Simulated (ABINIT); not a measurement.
# HgTe (Coloradoite) (F-43m) in ABINIT: further runs

The runs below take HgTe (Coloradoite) through single point, with PBE, PBEsol.

All numbers are computed with ABINIT 10.8.3 (patched build); they aren't measurements. Logs are shortened: lines on timing, memory, paths and dates and some standing lists are left out, and cuts for length are marked. The log counts tension as positive stress, the text compression.

## (1) The structure

It takes space group F-43m (No. 216, cubic). Conventional cell: a = 6.429 Å, b = 6.429 Å, c = 6.429 Å, α = 90.00°, β = 90.00°, γ = 90.00°. Hg (site symmetry -43m) has 4 Te at 2.78 Å as nearest neighbours. Te (site symmetry -43m) is surrounded by 4 Hg at 2.78 Å.

## (2) Single point, PBE, spin-orbit coupling, no magnetisation

File run.abi:

```
pp_dirpath "./"
pseudos "Hg.upf, Te.upf"

acell 8.5906751133 8.5906751133 8.5906751133
rprim
     0.0000000000     0.7071067812     0.7071067812
     0.7071067812     0.0000000000     0.7071067812
     0.7071067812     0.7071067812     0.0000000000
ntypat 2
znucl 80 52
natom 2
typat 1 2
xcart
     0.0000000000     0.0000000000     0.0000000000
     4.8217500000     4.8217500000     4.8217500000 Angstrom

ecut 34.0

kptopt 1
ngkpt 5 5 5
nshiftk 1
shiftk 0.0 0.0 0.0

ixc 11

nband 44
occopt 3
tsmear 0.00183747

nspinor 2
nspden 1
so_psp 2*1

nstep 100
tolvrs 1.0e-10

iomode 3
prtwf 0
prteig 0
prtebands 0
prtvol 2
prtden 1
prtvha 1
prtvclmb 1
prtpot 1
```

Potentials or basis: PseudoDojo NC FR PBE v0.4 standard.

Command:

```bash
> abinit run.abi > log 2>&1
```

run.abo:

```text
.Version 10.8.3 of ABINIT
 Symmetries : space group F-4 3 m (#216); Bravais cF (face-center cubic)
================================================================================
 Values of the parameters that define the memory need of the present run
     intxc =       0    ionmov =       0      iscf =       7    lmnmax =      22
     lnmax =      22     mgfft =      48  mpssoang =       7    mqgrid =    3001
     natom =       2  nloc_mem =       1    nspden =       1   nspinor =       2
    nsppol =       1      nsym =      24    n1xccc =    2501    ntypat =       2
    occopt =       3   xclevel =       2
       mpw =        4279          nfft =      110592          nkpt =          10
================================================================================
================================================================================

--------------------------------------------------------------------------------
------------- Echo of variables that govern the present computation ------------
--------------------------------------------------------------------------------
 -outvars: echo values of preprocessed input variables --------
            acell      8.5906751133E+00  8.5906751133E+00  8.5906751133E+00 Bohr
              amu      2.00590000E+02  1.27600000E+02
             ecut      3.40000000E+01 Hartree
              ixc          11
         kptrlatt        5    0    0      0    5    0      0    0    5
          kptrlen      4.29533756E+01
            natom           2
            nband          44
            ngfft          48      48      48
             nkpt          10
          nspinor           2
            nstep         100
             nsym          24
           ntypat           2
           occopt           3
        prtebands           0
           prteig           0
           prtpot           1
         prtvclmb           1
           prtvha           1
           prtvol           2
            prtwf           0
            rprim      0.0000000000E+00  7.0710678120E-01  7.0710678120E-01
                       7.0710678120E-01  0.0000000000E+00  7.0710678120E-01
                       7.0710678120E-01  7.0710678120E-01  0.0000000000E+00
          spgroup         216
           tolvrs      1.00000000E-10
           tsmear      1.83747000E-03 Hartree
            typat      1  2
           xangst      0.0000000000E+00  0.0000000000E+00  0.0000000000E+00
                       4.8217499968E+00  4.8217499968E+00  4.8217499968E+00
            xcart      0.0000000000E+00  0.0000000000E+00  0.0000000000E+00
                       9.1117869416E+00  9.1117869416E+00  9.1117869416E+00
             xred      0.0000000000E+00  0.0000000000E+00  0.0000000000E+00
                       7.5000000000E-01  7.5000000000E-01  7.5000000000E-01
            znucl       80.00000   52.00000

================================================================================

 chkinp: Checking input parameters for consistency.

================================================================================
== DATASET  1 ==================================================================

--- !DatasetInfo
iteration_state: {dtset: 1, }
dimensions: {natom: 2, nkpt: 10, mband: 44, nsppol: 1, nspinor: 2, nspden: 1, mpw: 4279, }
cutoff_energies: {ecut:  34.0, pawecutdg:  -1.0, }
electrons: {nelect:   3.60000000E+01, charge:   0.00000000E+00, occopt:   3.00000000E+00, tsmear:   1.83747000E-03, }
meta: {optdriver: 0, ionmov: 0, optcell: 0, iscf: 7, paral_kgb: 0, }
...

 Exchange-correlation functional for the present dataset will be:
  GGA: Perdew-Burke-Ernzerhof functional - ixc=11
  J.P.Perdew, K.Burke, M.Ernzerhof, PRL 77, 3865 (1996)

 Real(R)+Recip(G) space primitive vectors, cartesian coordinates (Bohr,Bohr^-1):
 R(1)=  0.0000000  6.0745246  6.0745246  G(1)= -0.0823110  0.0823110  0.0823110
 R(2)=  6.0745246  0.0000000  6.0745246  G(2)=  0.0823110 -0.0823110  0.0823110
 R(3)=  6.0745246  6.0745246  0.0000000  G(3)=  0.0823110  0.0823110 -0.0823110
 Unit cell volume ucvol=  4.4829809E+02 bohr^3
[... 142 lines left out ...]
  1.32E-09 8.65E-10 1.04E-07 6.56E-08
  -0.4000  0.4000  0.0000    1  4.16772E-06 kpt; spin; max resid(k); each band:
  1.41E-16 1.42E-16 6.23E-17 4.94E-17 3.58E-17 3.75E-17 2.32E-17 3.99E-17
  2.89E-18 4.17E-18 3.92E-18 2.07E-18 2.88E-18 8.52E-18 1.67E-18 2.02E-18
  3.94E-18 2.80E-18 6.72E-17 7.17E-17 1.02E-16 8.89E-17 1.84E-16 1.02E-16
  2.49E-16 1.66E-16 1.79E-16 8.83E-17 2.65E-16 2.27E-16 1.71E-16 2.49E-16
  1.62E-15 1.75E-15 2.30E-16 2.11E-16 3.46E-15 4.70E-15 4.04E-15 2.72E-15
  1.90E-09 1.51E-09 1.43E-06 4.17E-06
  -0.4000  0.4000  0.2000    1  3.77834E-08 kpt; spin; max resid(k); each band:
  1.40E-16 1.40E-16 5.65E-17 4.17E-17 4.21E-17 3.59E-17 3.46E-17 3.40E-17
  3.06E-18 2.63E-18 5.98E-18 1.74E-18 2.53E-18 7.32E-18 1.77E-18 2.65E-18
  3.24E-18 3.33E-18 1.10E-16 9.91E-17 1.55E-16 9.95E-17 1.66E-16 8.67E-17
  1.88E-16 2.88E-16 1.60E-16 1.51E-16 1.73E-16 2.54E-16 1.26E-16 1.26E-16
  1.83E-15 1.71E-15 1.02E-15 9.80E-16 5.54E-16 4.95E-16 3.66E-15 3.23E-15
  9.57E-15 1.10E-14 4.05E-10 3.78E-08
 reduced coordinates (array xred) for    2 atoms
       0.000000000000      0.000000000000      0.000000000000
       0.750000000000      0.750000000000      0.750000000000
 rms dE/dt=  0.0000E+00; max dE/dt=  0.0000E+00; dE/dt below (all hartree)
    1       0.000000000000      0.000000000000      0.000000000000
    2       0.000000000000      0.000000000000      0.000000000000

 cartesian coordinates (angstrom) at end:
    1      0.00000000000000     0.00000000000000     0.00000000000000
    2      4.82174999680108     4.82174999680108     4.82174999680108

 cartesian forces (hartree/bohr) at end:
    1     -0.00000000000000    -0.00000000000000    -0.00000000000000
    2     -0.00000000000000    -0.00000000000000    -0.00000000000000
 frms,max,avg= 0.0000000E+00 0.0000000E+00   0.000E+00  0.000E+00  0.000E+00 h/b

 cartesian forces (eV/Angstrom) at end:
    1     -0.00000000000000    -0.00000000000000    -0.00000000000000
    2     -0.00000000000000    -0.00000000000000    -0.00000000000000
 frms,max,avg= 0.0000000E+00 0.0000000E+00   0.000E+00  0.000E+00  0.000E+00 e/A
 length scales=  8.590675113300  8.590675113300  8.590675113300 bohr
              =  4.545989493146  4.545989493146  4.545989493146 angstroms
 Fermi (or HOMO) energy (hartree) =   0.19626   Average Vxc (hartree)=  -0.34377
 Eigenvalues (hartree) for nkpt=  10  k points:
 kpt#   1, nband= 44, wtk=  0.00800, kpt=  0.0000  0.0000  0.0000 (reduced coord)
  -4.03343   -4.03343   -2.63657   -2.63657   -1.96517   -1.96517   -1.96517   -1.96517
  -1.19726   -1.19726   -1.19726   -1.19726   -1.14358   -1.14358   -1.14337   -1.14337
  -1.14337   -1.14337   -0.25792   -0.25792   -0.11638   -0.11638   -0.11638   -0.11638
  -0.06665   -0.06665   -0.04783   -0.04783   -0.04783   -0.04783    0.16206    0.16206
   0.16762    0.16762    0.19625    0.19625    0.19625    0.19625    0.30856    0.30856
   0.35437    0.35437    0.35437    0.35437
      occupation numbers for kpt#   1
   1.00000    1.00000    1.00000    1.00000    1.00000    1.00000    1.00000    1.00000
   1.00000    1.00000    1.00000    1.00000    1.00000    1.00000    1.00000    1.00000
   1.00000    1.00000    1.00000    1.00000    1.00000    1.00000    1.00000    1.00000
   1.00000    1.00000    1.00000    1.00000    1.00000    1.00000    1.00000    1.00000
   1.00000    1.00000    0.50146    0.50146    0.50146    0.50146    0.00000    0.00000
   0.00000    0.00000    0.00000    0.00000
 kpt#   2, nband= 44, wtk=  0.06400, kpt=  0.2000  0.0000  0.0000 (reduced coord)
  -4.03343   -4.03343   -2.63657   -2.63657   -1.96517   -1.96517   -1.96517   -1.96517
  -1.19726   -1.19726   -1.19726   -1.19726   -1.14357   -1.14357   -1.14337   -1.14337
[... 108 lines left out ...]
   0.00000    0.00000    0.00000    0.00000
 kpt#  10, nband= 44, wtk=  0.19200, kpt= -0.4000  0.4000  0.2000 (reduced coord)
  -4.03343   -4.03343   -2.63657   -2.63657   -1.96518   -1.96518   -1.96517   -1.96517
  -1.19727   -1.19727   -1.19726   -1.19725   -1.14356   -1.14355   -1.14338   -1.14337
  -1.14337   -1.14337   -0.23125   -0.23100   -0.11248   -0.11092   -0.10818   -0.09512
  -0.05674   -0.05364   -0.04791   -0.04238   -0.03569   -0.03310   -0.00861   -0.00032
   0.07995    0.08474    0.10762    0.11075    0.28483    0.29806    0.33529    0.34376
   0.36873    0.38302    0.44988    0.46454
      occupation numbers for kpt#  10
   1.00000    1.00000    1.00000    1.00000    1.00000    1.00000    1.00000    1.00000
   1.00000    1.00000    1.00000    1.00000    1.00000    1.00000    1.00000    1.00000
   1.00000    1.00000    1.00000    1.00000    1.00000    1.00000    1.00000    1.00000
   1.00000    1.00000    1.00000    1.00000    1.00000    1.00000    1.00000    1.00000
   1.00000    1.00000    1.00000    1.00000    0.00000    0.00000    0.00000    0.00000
   0.00000    0.00000    0.00000    0.00000
 Total charge density [el/Bohr^3]
)     Maximum=    1.7859E+00  at reduced coord.    0.9583    0.9583    0.9792
)Next maximum=    1.7859E+00  at reduced coord.    0.1042    0.9583    0.9792
)     Minimum=    8.9915E-05  at reduced coord.    0.7500    0.7500    0.7500
)Next minimum=    1.1081E-03  at reduced coord.    0.2500    0.2500    0.2500
   Integrated=    3.6000E+01

--- !EnergyTerms
iteration_state     : {dtset: 1, }
comment             : Components of total free energy in Hartree
kinetic             :  1.04690733079594E+02
hartree             :  8.16813350572182E+01
xc                  : -5.23079334913251E+01
Ewald energy        : -1.44904694491684E+02
psp_core            :  5.39705895839822E+00
local_psp           : -2.42715276004905E+02
non_local_psp       : -2.35227393956472E+01
internal            : -2.71681516288351E+02
'-kT*entropy'       : -4.18669674065157E-05
total_energy        : -2.71681558155318E+02
total_energy_eV     : -7.39283181487431E+03
band_energy         : -3.35307071026727E+01
...

 Cartesian components of stress tensor (hartree/bohr^3)
  sigma(1 1)= -1.38227463E-04  sigma(3 2)=  0.00000000E+00
  sigma(2 2)= -1.38227463E-04  sigma(3 1)=  0.00000000E+00
  sigma(3 3)= -1.38227463E-04  sigma(2 1)=  0.00000000E+00

-Cartesian components of stress tensor (GPa)         [Pressure=  4.0668E+00 GPa]
- sigma(1 1)= -4.06679236E+00  sigma(3 2)=  0.00000000E+00
- sigma(2 2)= -4.06679236E+00  sigma(3 1)=  0.00000000E+00
- sigma(3 3)= -4.06679236E+00  sigma(2 1)=  0.00000000E+00

== END DATASET(S) ==============================================================
================================================================================

 -outvars: echo values of variables after computation  --------
            acell      8.5906751133E+00  8.5906751133E+00  8.5906751133E+00 Bohr
           etotal     -2.7168155816E+02
            fcart     -0.0000000000E+00 -0.0000000000E+00 -0.0000000000E+00
                      -0.0000000000E+00 -0.0000000000E+00 -0.0000000000E+00
            rprim      0.0000000000E+00  7.0710678120E-01  7.0710678120E-01
                       7.0710678120E-01  0.0000000000E+00  7.0710678120E-01
                       7.0710678120E-01  7.0710678120E-01  0.0000000000E+00
           strten     -1.3822746292E-04 -1.3822746292E-04 -1.3822746292E-04
                       0.0000000000E+00  0.0000000000E+00  0.0000000000E+00
           xangst      0.0000000000E+00  0.0000000000E+00  0.0000000000E+00
                       4.8217499968E+00  4.8217499968E+00  4.8217499968E+00
             xred      0.0000000000E+00  0.0000000000E+00  0.0000000000E+00
                       7.5000000000E-01  7.5000000000E-01  7.5000000000E-01
 Calculation completed.
```

It took 4.5 min on 1 thread of Arm Neoverse V1, shared host; peak memory 0.14 GiB.

Results:

```yaml
Free_energy: -7392.8318 eV
Pressure: 4.1 GPa
Band_gap_on_the_k_mesh: none (metal or under the smearing width)
Valence_electrons_inside_the_program's_atomic_spheres: Hg 16.49; Te 11.94
```

## (3) Single point, PBE

File run.abi:

```
# Pseudopotentials
pp_dirpath "./"
pseudos "Hg.upf, Te.upf"

# Structure
acell 3*1.0 Angstrom
rprim
     0.0000000000     3.2145000000     3.2145000000
     3.2145000000     0.0000000000     3.2145000000
     3.2145000000     3.2145000000     0.0000000000
ntypat 2
znucl 80 52
natom 2
typat 1 2
xred
     0.0000000000     0.0000000000     0.0000000000
     0.7500000000     0.7500000000     0.7500000000

# Plane-wave basis
ecut 34.0

# k points
kptopt 1
ngkpt 5 5 5
nshiftk 1
shiftk 0.0 0.0 0.0

# Exchange and correlation
ixc 11

# Bands and occupations
nband 22
occopt 3
tsmear 0.05 eV

# SCF cycle
nstep 100
tolvrs 1.0e-10

# Output
iomode 3
prtwf 0
prtden 0
prteig 0
prtebands 0
enunit 2
```

Potentials or basis: PseudoDojo NC SR PBE v0.4.1 standard.

Command:

```bash
> abinit run.abi > log 2>&1
```

It took 51 s on 1 thread of AMD EPYC 7R43 (Zen 3), shared host; peak memory 0.1 GiB.

The run converged. Its results:

```yaml
Free_energy: -7387.5180 eV
Pressure: 4.5 GPa
Band_gap_on_the_k_mesh: none (metal or under the smearing width)
Valence_electrons_inside_the_program's_atomic_spheres: Hg 16.51; Te 11.94
```

Levels at points of the mesh, in eV from the Fermi level:
```tsv
k point	band 14	band 15	band 16	band 17	band 18	band 19	band 20	band 21	band 22
(0.00, 0.00, 0.00)	-6.93	-6.93	-0.73	-0.03	-0.03	-0.03	4.18	4.18	4.18
```

## (4) Single point, PBEsol

File run.abi:

```
# Pseudopotentials
pp_dirpath "./"
pseudos "Hg.upf, Te.upf"

# Structure
acell 3*1.0
rprim
     0.0000000000     6.0745246276     6.0745246276
     6.0745246276     0.0000000000     6.0745246276
     6.0745246276     6.0745246276     0.0000000000
ntypat 2
znucl 80 52
natom 2
typat 1 2
xcart
     0.0000000000     0.0000000000     0.0000000000
     4.8217500000     4.8217500000     4.8217500000 Angstrom

# Plane-wave basis
ecut 34.0

# k points
kptopt 1
ngkpt 5 5 5
nshiftk 1
shiftk 0.0 0.0 0.0

# Exchange and correlation
ixc -116133

# Bands and occupations
nband 22
occopt 3
tsmear 0.05 eV

# SCF cycle
nstep 100
tolvrs 1.0e-10

# Output
iomode 3
prtwf 0
prtden 0
prteig 0
prtebands 0
prtvol 2
```

Potentials or basis: PseudoDojo NC SR PBEsol v0.4.1 standard.

Command:

```bash
> abinit run.abi > log 2>&1
```

Wall time 35 s (1 thread of Intel Xeon Platinum 8488C (Sapphire Rapids), shared host); peak memory 0.1 GiB.

The run converged. Its results:

```yaml
Free_energy: -7380.8202 eV
Pressure: 1.7 GPa
Band_gap_on_the_k_mesh: none (metal or under the smearing width)
Valence_electrons_inside_the_program's_atomic_spheres: Hg 16.50; Te 11.94
```

Levels at points of the mesh, in eV from the Fermi level:
| k point | band 16 | band 17 | band 18 | band 19 | band 20 | band 21 |
| --- | --- | --- | --- | --- | --- | --- |
| (0.00, 0.00, 0.00) | -0.81 | -0.03 | -0.03 | -0.03 | 4.14 | 4.14 |

Spin-orbit coupling is left out, which matters for the levels of Hg, Te.

## (5) Overview

| level | potentials or basis | spin | gap on the mesh (eV) | pressure (GPa) |
| --- | --- | --- | --- | --- |
| PBE | PseudoDojo NC FR PBE v0.4 standard | SOC, no magnetisation | none | 4.1 |
| PBE | PseudoDojo NC SR PBE v0.4.1 standard | off | none | 4.5 |
| PBEsol | PseudoDojo NC SR PBEsol v0.4.1 standard | off | none | 1.7 |

Alike in all rows: task single point; cell as given; k mesh 5 × 5 × 5; cutoff (eV) 925; smearing fermi-dirac 0.05 eV.

Total energies depend on the potentials used, so only differences within one code and one set of settings carry meaning.
